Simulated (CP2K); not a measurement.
Something may be wrong with this CP2K 2026.2 calculation of Al2Pt.

The input al2pt_scf.inp:

```
&GLOBAL
  PROJECT al2pt_scf
  RUN_TYPE ENERGY_FORCE
  PRINT_LEVEL LOW
&END GLOBAL
&FORCE_EVAL
  METHOD QS
  STRESS_TENSOR ANALYTICAL
  &DFT
    BASIS_SET_FILE_NAME BASIS_MOLOPT_UZH
    POTENTIAL_FILE_NAME POTENTIAL_UZH
    &MGRID
      CUTOFF 450
      REL_CUTOFF 60
      NGRIDS 4
    &END MGRID
    &QS
      METHOD GPW
      EPS_DEFAULT 1.0E-9
    &END QS
    &KPOINTS
      SCHEME MONKHORST-PACK 8 8 8
      GAMMA_CENTERED T
      SYMMETRY T
      SYMMETRY_BACKEND SPGLIB
    &END KPOINTS
    &SCF
      SCF_GUESS ATOMIC
      EPS_SCF 1.0E-6
      MAX_SCF 80
      ADDED_MOS 15
      CHOLESKY OFF
      EPS_EIGVAL 1.0E-7
      &OT ON
      &END OT
      &DIAGONALIZATION OFF
        ALGORITHM STANDARD
      &END DIAGONALIZATION
      &MIXING ON
        METHOD BROYDEN_MIXING
        ALPHA 0.4
        BETA 1.5
        NBUFFER 8
      &END MIXING
      &SMEAR ON
        METHOD FERMI_DIRAC
        ELECTRONIC_TEMPERATURE [K] 1160.452
      &END SMEAR
    &END SCF
    &XC
      &XC_FUNCTIONAL
        &GGA_X_PBE
        &END GGA_X_PBE
        &GGA_C_PBE
        &END GGA_C_PBE
      &END XC_FUNCTIONAL
    &END XC
    &PRINT
      &KPOINTS ON
      &END KPOINTS
      &MULLIKEN ON
      &END MULLIKEN
      &MO ON
        ENERGIES T
        OCCUPATION_NUMBERS T
        &EACH
          QS_SCF 0
        &END EACH
        ADD_LAST NUMERIC
      &END MO
    &END PRINT
  &END DFT
  &SUBSYS
    &CELL
      A 4.1790010768 0.0000000000 0.0000000000
      B 2.0895005384 3.6191210950 0.0000000000
      C 2.0895005384 1.2063736983 3.4121400909
      PERIODIC XYZ
    &END CELL
    &COORD
      Pt  0.0000000000 0.0000000000 0.0000000000
      Al  6.2685016152 3.6191210950 2.5591050682
      Al  2.0895005384 1.2063736983 0.8530350227
    &END COORD
    &KIND Pt
      BASIS_SET TZVP-MOLOPT-PBE-GTH-q18
      POTENTIAL GTH-PBE-q18
    &END KIND
    &KIND Al
      BASIS_SET TZVP-MOLOPT-PBE-GTH-q3
      POTENTIAL GTH-PBE-q3
    &END KIND
    &PRINT
      &ATOMIC_COORDINATES ON
      &END ATOMIC_COORDINATES
      &CELL ON
      &END CELL
      &SYMMETRY ON
      &END SYMMETRY
    &END PRINT
  &END SUBSYS
  &PRINT
    &FORCES ON
    &END FORCES
    &STRESS_TENSOR ON
    &END STRESS_TENSOR
  &END PRINT
&END FORCE_EVAL
```

Potentials or basis: POTENTIAL_UZH Pt GTH-PBE-q18, Al GTH-PBE-q3; TZVP-MOLOPT-PBE-GTH basis.

Launch:

```sh
$ OMP_NUM_THREADS=1 cp2k.psmp -i al2pt_scf.inp -o al2pt_scf.out
```

al2pt_scf.out:

```text

 CP2K| version string:                                       CP2K version 2026.2
 CP2K| Input file name                                             al2pt_scf.inp

 GLOBAL| Force Environment number                                              1
 GLOBAL| Basis set file name                                    BASIS_MOLOPT_UZH
 GLOBAL| Potential file name                                       POTENTIAL_UZH
 GLOBAL| MM Potential file name                                     MM_POTENTIAL
 GLOBAL| Coordinate file name                                      __STD_INPUT__
 GLOBAL| Method name                                                        CP2K
[... 136 lines left out ...]
 *******************************************************************************
 *   ___                                                                       *
 *  /   \                                                                      *
 * [ABORT]                                                                     *
 *  \___/                  OT with ADDED_MOS/=0 not implemented                *
 *    |                                                                        *
 *  O/|                                                                        *
 * /| |                                                                        *
 * / \                                             qs_scf_initialization.F:883 *
 *******************************************************************************

 ===== Routine Calling Stack =====

            3 qs_energies
            2 qs_forces
            1 CP2K
```

Problem. Diagnose the run.

Solution. The input was rejected before any iteration. The input holds a flaw that was put in on purpose: orbital transformation asked together with k-points (OT = ON).

A sound run on the same cell differs in these lines of the main input:
```diff
@@ -30 +30 @@
-      MAX_SCF 80
+      MAX_SCF 100
@@ -34,3 +34 @@
-      &OT ON
-      &END OT
-      &DIAGONALIZATION OFF
+      &DIAGONALIZATION ON
@@ -47 +45 @@
-        ELECTRONIC_TEMPERATURE [K] 1160.452
+        ELECTRONIC_TEMPERATURE [K] 580.226
```
